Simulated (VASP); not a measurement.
# GaP: how numerical settings change the zone-centre modes, part 2 of 2

How far do the zone-centre frequencies of GaP depend on the numerical settings? The starting structure is a measured crystal structure from the Crystallography Open Database.

VASP 6.6.1.

Results so far: reference T2 364.7 cm⁻¹.

## (3) Modes with a 4×4×4 mesh

Level of this step: LDA; plane waves and PAW (Ga_d, P) (VASP).

Against step 2 the input has a 4×4×4 mesh.

INCAR reads:

```
SYSTEM = GaP
PREC = Accurate
ENCUT = 450
EDIFF = 1E-08
NELM = 100
ISMEAR = 0
SIGMA = 0.03
LREAL = .FALSE.
ALGO = Normal
GGA = CA
LORBIT = 11
LWAVE = .FALSE.
LCHARG = .FALSE.
KPAR = 2
IBRION = 8
LEPSILON = .TRUE.
ISIF = 2
```

POSCAR reads:

```
GaP
1.0
    0.0000000000      2.6962074752      2.6962074752
    2.6962074752      0.0000000000      2.6962074752
    2.6962074752      2.6962074752      0.0000000000
Ga P
1 1
Direct
    0.0000000000      0.0000000000      0.0000000000
    0.7500000000      0.7500000000      0.7500000000
```

KPOINTS reads:

```
Automatic mesh
0
Gamma
4 4 4
0 0 0
```

The projector-augmented-wave data sets are Ga_d and P (LDA family, release 64).

Started as:

```
$ mpirun -np 2 vasp_std
```

The log of the run:

```text
[... set-up lines as in an earlier step ...]
 entering main loop
       N       E                     dE             d eps       ncg     rms          rms(c)
DAV:   1     0.734339108648E+02    0.73434E+02   -0.84921E+03   216   0.184E+03
DAV:   2    -0.540453123634E+01   -0.78838E+02   -0.76437E+02   233   0.314E+02
DAV:   3    -0.105704379509E+02   -0.51659E+01   -0.50847E+01   253   0.687E+01
DAV:   4    -0.106636122944E+02   -0.93174E-01   -0.93154E-01   246   0.101E+01
[...]
DAV:  12    -0.102956752868E+02    0.17914E-06   -0.78892E-07   280   0.127E-02    0.385E-03
DAV:  13    -0.102956752937E+02   -0.69595E-08   -0.10653E-07   233   0.321E-03    0.612E-04
DAV:  14    -0.102956752926E+02    0.11664E-08   -0.44305E-09   134   0.115E-03
   1 F= -.10295675E+02 E0= -.10295675E+02  d E =-.732089E-12
 Linear response reoptimize wavefunctions to high precision
DAV:   1    -0.102956752927E+02   -0.14097E-09   -0.14571E-09   169   0.401E-04
DAV:   2    -0.102956752929E+02   -0.18417E-09   -0.17140E-10   119   0.133E-04
[...]
RMM:  16    -0.165254025950E+00   -0.73249E-07   -0.23865E-06   693   0.772E-06    0.889E-08
 first order change of Fermi-energy   0.52385E-04
 force on displaced ion       1 direction 1 : -10.645   0.000   0.000
 Born effective charge ion    1 direction 1 :   1.818   0.000   0.000
 Linear response progress:
  Degree of freedom:   2/  2
       N       E                     dE             d eps       ncg     rms          rms(c)
RMM:   1    -0.499322421195E-01   -0.49932E-01    0.15820E-02   994   0.211E+00
RMM:   2    -0.477208776445E-01    0.22114E-02   -0.68887E-03   815   0.610E-01    0.126E-01
RMM:   3    -0.477571243156E-01   -0.36247E-04   -0.69569E-04   890   0.186E-01    0.617E-02
RMM:   4    -0.480431537919E-01   -0.28603E-03   -0.21440E-04   874   0.835E-02    0.119E-02
[...]
RMM:  11    -0.480250676034E-01   -0.38032E-07    0.29348E-08   938   0.484E-05    0.107E-05
RMM:  12    -0.480250447558E-01    0.22848E-07    0.11536E-08   894   0.174E-05    0.185E-06
RMM:  13    -0.480250435191E-01    0.12368E-08    0.77279E-09   803   0.648E-06    0.113E-06
 first order change of Fermi-energy   0.54839E-04
 force on displaced ion       2 direction 1 : -10.633   0.000   0.000
 Born effective charge ion    2 direction 1 :  -3.966   0.000   0.000
 Born effective charges drift removed
 Linear response finished
```

It took 34 s on 2 MPI ranks of Intel Xeon 6975P-C (Granite Rapids), shared host; peak memory 0.32 GiB; 65 s of CPU time.

From OUTCAR (step 3):

```text
  Total        0.1074012      0.1074012      0.1074012     -0.0000000     -0.0000000      0.0000000
  in kB        4.3896483      4.3896483      4.3896483     -0.0000000     -0.0000000      0.0000000
  external PRESSURE =       4.3896483 kB  Pullay stress =       0.0000000 kB

 MACROSCOPIC STATIC DIELECTRIC TENSOR (including local field effects in DFT)
 ------------------------------------------------------
          20.010740    -0.000000    -0.000000
          -0.000000    20.010740    -0.000000
           0.000000     0.000000    20.010740
 ------------------------------------------------------

 MACROSCOPIC STATIC DIELECTRIC TENSOR IONIC CONTRIBUTION
 ------------------------------------------------------
           3.636628    -0.000000    -0.000000
          -0.000000     3.636628    -0.000000
          -0.000000    -0.000000     3.636628
 ------------------------------------------------------

[... 2 parts as in an earlier step ...]

[... 1 further part left out ...]
```

With a 4×4×4 mesh the mode is T2 367.2 cm⁻¹, +2.5 cm⁻¹ from the reference.

## (4) Modes with a cutoff of 280 eV

Against step 2 the input has ENCUT = 280.

Edit INCAR of step 3 so:

```diff
@@ -2,3 +2,3 @@
 PREC = Accurate
-ENCUT = 450
+ENCUT = 280
 EDIFF = 1E-08
```

POSCAR is that of step 3.

KPOINTS reads:

```
Automatic mesh
0
Gamma
8 8 8
0 0 0
```

Started as:

```
$ mpirun -np 2 vasp_std
```

The log of the run:

```text
[... set-up lines as in an earlier step ...]
 entering main loop
       N       E                     dE             d eps       ncg     rms          rms(c)
DAV:   1     0.602867552325E+02    0.60287E+02   -0.70690E+03   770   0.146E+03
DAV:   2    -0.678035821248E+01   -0.67067E+02   -0.64624E+02   859   0.255E+02
DAV:   3    -0.107157869924E+02   -0.39354E+01   -0.39242E+01   924   0.599E+01
DAV:   4    -0.107760809044E+02   -0.60294E-01   -0.60276E-01   943   0.791E+00
[...]
DAV:  12    -0.104440522767E+02    0.20917E-06   -0.80691E-07  1013   0.132E-02    0.361E-03
DAV:  13    -0.104440522838E+02   -0.71068E-08   -0.10883E-07   894   0.301E-03    0.449E-04
DAV:  14    -0.104440522831E+02    0.66666E-09   -0.48140E-09   507   0.123E-03
   1 F= -.10444052E+02 E0= -.10444052E+02  d E =-.571659E-18
 Linear response reoptimize wavefunctions to high precision
DAV:   1    -0.104440522827E+02    0.41291E-09   -0.14510E-09   665   0.415E-04
DAV:   2    -0.104440522828E+02   -0.74579E-10   -0.18746E-10   427   0.133E-04
 Linear response G [H, r] |phi>, progress :
  Direction:   1
[...]
RMM:  16    -0.165244121881E+00   -0.47450E-07   -0.37124E-07  3550   0.632E-06    0.585E-08
 first order change of Fermi-energy  -0.50460E-03
 force on displaced ion       1 direction 1 : -10.480  -0.000  -0.000
 Born effective charge ion    1 direction 1 :   2.054   0.000   0.000
 Linear response progress:
  Degree of freedom:   2/  2
       N       E                     dE             d eps       ncg     rms          rms(c)
RMM:   1    -0.507006434471E-01   -0.50701E-01    0.62679E-03  5458   0.206E+00
RMM:   2    -0.473123609048E-01    0.33883E-02   -0.67915E-03  4340   0.599E-01    0.126E-01
RMM:   3    -0.473511235139E-01   -0.38763E-04   -0.56020E-04  4812   0.186E-01    0.602E-02
RMM:   4    -0.476188711728E-01   -0.26775E-03   -0.12416E-04  4728   0.766E-02    0.115E-02
[...]
RMM:  13    -0.476108385285E-01   -0.10567E-07    0.12594E-09  4392   0.763E-06    0.498E-07
RMM:  14    -0.476108575857E-01   -0.19057E-07    0.33336E-10  2352   0.325E-06    0.340E-07
RMM:  15    -0.476108574240E-01    0.16171E-09   -0.57672E-10  1878   0.181E-06    0.761E-08
 first order change of Fermi-energy   0.83336E-03
 force on displaced ion       2 direction 1 : -10.492  -0.000  -0.000
 Born effective charge ion    2 direction 1 :  -2.182   0.000   0.000
 Born effective charges drift removed
 Linear response finished
```

Wall time 75 s (2 MPI ranks); peak memory 0.34 GiB.

OUTCAR, selected parts (step 4):

```text
  Total       -0.1735381     -0.1735381     -0.1735381      0.0000000     -0.0000000      0.0000000
  in kB       -7.0927626     -7.0927626     -7.0927626      0.0000000     -0.0000000      0.0000000
  external PRESSURE =      -7.0927626 kB  Pullay stress =       0.0000000 kB

 POSITION                                       TOTAL-FORCE (eV/Angst)
 -----------------------------------------------------------------------------------
      0.00000      0.00000      0.00000        -0.000000      0.000000     -0.000000
      4.04431      4.04431      4.04431         0.000000     -0.000000      0.000000
 -----------------------------------------------------------------------------------
    total drift:                               -0.000001     -0.000001     -0.000001

 MACROSCOPIC STATIC DIELECTRIC TENSOR (including local field effects in DFT)
 ------------------------------------------------------
          11.453395     0.000000     0.000000
           0.000000    11.453395    -0.000000
           0.000000     0.000000    11.453395
 ------------------------------------------------------

 MACROSCOPIC STATIC DIELECTRIC TENSOR IONIC CONTRIBUTION
 ------------------------------------------------------
           1.980647     0.000000     0.000000
           0.000000     1.980647     0.000000
           0.000000     0.000000     1.980647
 ------------------------------------------------------

[... 1 part as in an earlier step ...]

[... 1 further part left out ...]
```

With a cutoff of 280 eV the mode is T2 364.7 cm⁻¹, as with the reference.

## (5) Modes with a 10×10×10 mesh

Against step 2 the input has a 10×10×10 mesh.

Edit INCAR of step 4 so:

```diff
@@ -2,3 +2,3 @@
 PREC = Accurate
-ENCUT = 280
+ENCUT = 450
 EDIFF = 1E-08
```

POSCAR is that of step 4.

KPOINTS reads:

```
Automatic mesh
0
Gamma
10 10 10
0 0 0
```

Started as:

```
$ mpirun -np 2 vasp_std
```

The log of the run:

```text
[... set-up lines as in an earlier step ...]
 entering main loop
       N       E                     dE             d eps       ncg     rms          rms(c)
DAV:   1     0.722076396819E+02    0.72208E+02   -0.88218E+03  1270   0.186E+03
DAV:   2    -0.542608562818E+01   -0.77634E+02   -0.74831E+02  1337   0.300E+02
DAV:   3    -0.106922122753E+02   -0.52661E+01   -0.52380E+01  1552   0.705E+01
DAV:   4    -0.107834090375E+02   -0.91197E-01   -0.91152E-01  1501   0.999E+00
[...]
DAV:  12    -0.104526441958E+02    0.20081E-06   -0.75497E-07  1604   0.127E-02    0.372E-03
DAV:  13    -0.104526442000E+02   -0.42264E-08   -0.12053E-07  1487   0.340E-03    0.575E-04
DAV:  14    -0.104526441986E+02    0.14234E-08   -0.58684E-09   821   0.131E-03
   1 F= -.10452644E+02 E0= -.10452644E+02  d E =-.215892E-16
 Linear response reoptimize wavefunctions to high precision
DAV:   1    -0.104526441988E+02   -0.22646E-09   -0.16906E-09  1079   0.453E-04
DAV:   2    -0.104526441989E+02   -0.67303E-10   -0.22075E-10   661   0.152E-04
 Linear response G [H, r] |phi>, progress :
  Direction:   1
[...]
RMM:  18    -0.165305317198E+00   -0.46723E-07   -0.14715E-07  5356   0.327E-06    0.357E-08
 first order change of Fermi-energy   0.25918E-04
 force on displaced ion       1 direction 1 : -10.493   0.000   0.000
 Born effective charge ion    1 direction 1 :   2.058   0.000   0.000
 Linear response progress:
  Degree of freedom:   2/  2
       N       E                     dE             d eps       ncg     rms          rms(c)
RMM:   1    -0.507832767761E-01   -0.50783E-01    0.54937E-03  9847   0.210E+00
RMM:   2    -0.473389865414E-01    0.34443E-02   -0.70804E-03  7793   0.638E-01    0.123E-01
RMM:   3    -0.473749372108E-01   -0.35951E-04   -0.59383E-04  8729   0.201E-01    0.595E-02
RMM:   4    -0.476475371001E-01   -0.27260E-03   -0.12663E-04  8450   0.813E-02    0.116E-02
[...]
RMM:  10    -0.476375184981E-01    0.25670E-06    0.15903E-08  8575   0.164E-04    0.117E-05
RMM:  11    -0.476375995242E-01   -0.81026E-07    0.63976E-09  8764   0.621E-05    0.491E-06
RMM:  12    -0.476376044991E-01   -0.49749E-08    0.43233E-09  8899   0.246E-05    0.983E-07
 first order change of Fermi-energy   0.11263E-03
 force on displaced ion       2 direction 1 : -10.482   0.000   0.000
 Born effective charge ion    2 direction 1 :  -2.099   0.000   0.000
 Born effective charges drift removed
 Linear response finished
```

Run time: 4.2 min. Hardware: 2 MPI ranks; peak memory 0.61 GiB; 8.4 min of CPU time.

From OUTCAR (step 5):

```text
  Total       -0.0053574     -0.0053574     -0.0053574     -0.0000000     -0.0000000     -0.0000000
  in kB       -0.2189637     -0.2189637     -0.2189637     -0.0000000     -0.0000000     -0.0000000
  external PRESSURE =      -0.2189637 kB  Pullay stress =       0.0000000 kB

 POSITION                                       TOTAL-FORCE (eV/Angst)
 -----------------------------------------------------------------------------------
      0.00000      0.00000      0.00000        -0.000000     -0.000000     -0.000000
      4.04431      4.04431      4.04431         0.000000      0.000000      0.000000
 -----------------------------------------------------------------------------------
    total drift:                               -0.000000     -0.000000     -0.000000

 MACROSCOPIC STATIC DIELECTRIC TENSOR (including local field effects in DFT)
 ------------------------------------------------------
          10.885900    -0.000000     0.000000
           0.000000    10.885900    -0.000000
          -0.000000    -0.000000    10.885900
 ------------------------------------------------------

 MACROSCOPIC STATIC DIELECTRIC TENSOR IONIC CONTRIBUTION
 ------------------------------------------------------
           1.906371     0.000000     0.000000
           0.000000     1.906371     0.000000
           0.000000     0.000000     1.906371
 ------------------------------------------------------

[... 1 part as in an earlier step ...]

[... 1 further part left out ...]
```

With a 10×10×10 mesh the mode is T2 364.6 cm⁻¹, -0.1 cm⁻¹ from the reference.

## (6) Modes with finite displacements

Against step 2 the input has IBRION = 6, NFREE = 2, POTIM = 0.015 and no LEPSILON (also changed: NSW).

Edit INCAR of step 5 so:

```diff
@@ -14,4 +14,6 @@
 KPAR = 2
-IBRION = 8
-LEPSILON = .TRUE.
+IBRION = 6
+NFREE = 2
+POTIM = 0.015
+NSW = 1
 ISIF = 2
```

POSCAR is that of step 5.

KPOINTS reads:

```
Automatic mesh
0
Gamma
8 8 8
0 0 0
```

Started as:

```
$ mpirun -np 2 vasp_std
```

The log of the run:

```text
[... set-up lines as in an earlier step ...]
 entering main loop
       N       E                     dE             d eps       ncg     rms          rms(c)
[... 14 cycles as in an earlier step ...]
   1 F= -.10450296E+02 E0= -.10450296E+02  d E =-.242047E-17
[...]
2 F= -.10449114E+02 E0= -.10449114E+02  d E =-.461616E-12
[...]
3 F= -.10449114E+02 E0= -.10449114E+02  d E =-.463347E-12
[...]
4 F= -.10449116E+02 E0= -.10449116E+02  d E =-.465454E-12
[...]
5 F= -.10449116E+02 E0= -.10449116E+02  d E =-.465094E-12
 Finite differences progress:
  Degree of freedom:   2/  2
  Displacement:        2/  2
  Total:               4/  4
```

Wall time 53 s (2 MPI ranks); peak memory 0.37 GiB; 1.7 min of CPU time.

From OUTCAR (step 6):

```text
  Total       -0.0050784     -0.0023324     -0.0023324      0.0000000     -0.1211708      0.0000000
  in kB       -0.2075614     -0.0953303     -0.0953303      0.0000000     -4.9524329      0.0000000
  external PRESSURE =      -0.1327407 kB  Pullay stress =       0.0000000 kB

 POSITION                                       TOTAL-FORCE (eV/Angst)
 -----------------------------------------------------------------------------------
      0.00000      0.00000      0.00000        -0.157257      0.000000      0.000000
      4.02931      4.04431      4.04431         0.157257      0.000000      0.000000
 -----------------------------------------------------------------------------------
    total drift:                               -0.000108     -0.000001     -0.000001

  FREE ENERGIE OF THE ION-ELECTRON SYSTEM (eV)
  ---------------------------------------------------
  free  energy   TOTEN  =       -10.4491162795 eV

  energy  without entropy=      -10.4491162795  energy(sigma->0) =      -10.44911628

[... 2 parts as in an earlier step ...]

[... 1 further part left out ...]
[key lines of the parts left out:]
E-fermi :   5.0160
```

The last energy, forces and stress in OUTCAR belong to the last displaced cell, not to that of POSCAR.

With finite displacements the mode is T2 364.6 cm⁻¹, -0.1 cm⁻¹ from the reference.

## (7) Comparison

```
                 run     T2                method  core minutes
           reference  364.7   perturbation theory          3.93
        a 4×4×4 mesh  367.2   perturbation theory          1.13
  a cutoff of 280 eV  364.7   perturbation theory           2.5
     a 10×10×10 mesh  364.6   perturbation theory          8.44
finite displacements  364.6  finite displacements          1.77
```

Modes are in cm⁻¹, degenerate ones as one, matched between runs by symmetry and order. A number in brackets counts the listed modes of one symmetry from the lowest. The symmetry labels come from an automatic analysis and can be wrong where levels nearly coincide. Core minutes are wall time times ranks of the run shown, on a shared host.

## (8) Outcome

| Property | Result |
| --- | --- |
| T2, reference | 364.7 cm⁻¹ |
| T2, a 4×4×4 mesh | 367.2 cm⁻¹ |
| T2, a cutoff of 280 eV | 364.7 cm⁻¹ |
| T2, a 10×10×10 mesh | 364.6 cm⁻¹ |
| T2, finite displacements | 364.6 cm⁻¹ |

The largest change comes with a 4×4×4 mesh: +2.5 cm⁻¹ in T2. On finer settings the modes change by up to -0.1 cm⁻¹ in T2 with a 10×10×10 mesh. Other changes move the modes by more: +2.5 cm⁻¹ in T2 with a 4×4×4 mesh. The dielectric constants and Born charges in the logs aren't compared here; at a small gap they can be far off, and in a run without a gap they mean nothing. The frequencies are harmonic, and the splitting of polar modes by their long-range field is left out. Further runs on this material are not shown.

[Lines on the potential files, build, host, timing and source positions are cut from VASP's logs without a mark.]

[Logs are printed without paths, hosts, clocks, repeated set-up lines and the standing remarks that a program may print on its own settings, such as how far it seeks lower states.]

[Hosts, paths, dates, database ids (printed as entryN), source tags and the programs' standing remarks are cut or masked in the printed files.]
